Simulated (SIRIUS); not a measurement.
Pt in SIRIUS: convergence with k mesh

Pt:

```
CELL_PARAMETERS angstrom
-1.58422 1.58422 1.58422
1.58422 -1.58422 1.58422
1.58422 1.58422 -1.58422
ATOMIC_POSITIONS crystal
Pt 0.00000 0.00000 0.00000
```

This isn't the form of Pt at room conditions, which is fcc.

```yaml
Program: SIRIUS 7.12.0
Task: convergence study
Functional: PBEsol
Potentials_or_basis: all-electron FP-LAPW
Cutoff: 177 eV
Basis: apw+lo standard
k_mesh: 2 × 2 × 2
Occupations: fermi-dirac, width 0.05 eV
Spin: no spin polarisation
```

These are the settings of the first run; the series varies k mesh, with any setting tied to it.

Hardware: 1 thread of Arm Neoverse V1, with other jobs on the host.

| k mesh | energy less the tightest run, at zero smearing (meV/atom) | SCF cycles | CPU time (s) | peak memory (GiB) |
| --- | --- | --- | --- | --- |
| 2 × 2 × 2 | 3804.17 | 14 | 50 | 0.27 |
| 4 × 4 × 4 | -257.03 | 9 | 44 | 0.28 |
| 5 × 5 × 5 | 164.76 | 8 | 42 | 0.28 |
| 7 × 7 × 7 | -24.28 | 7 | 36 | 0.29 |
| 10 × 10 × 10 | 5.08 | 7 | 40 | 0.32 |
| 12 × 12 × 12 | -5.12 | 7 | 43 | 0.35 |
| 15 × 15 × 15 | 0.00 | 7 | 50 | 0.41 |

Not settled before the last step: the energy (to 1 meV/atom). Meshes of other sizes hit other points, so gaps and Fermi surfaces needn't settle smoothly. The tightest run that finished is the yardstick and may itself not be fully converged.

Spin-orbit coupling is left out, which matters for the levels of Pt.
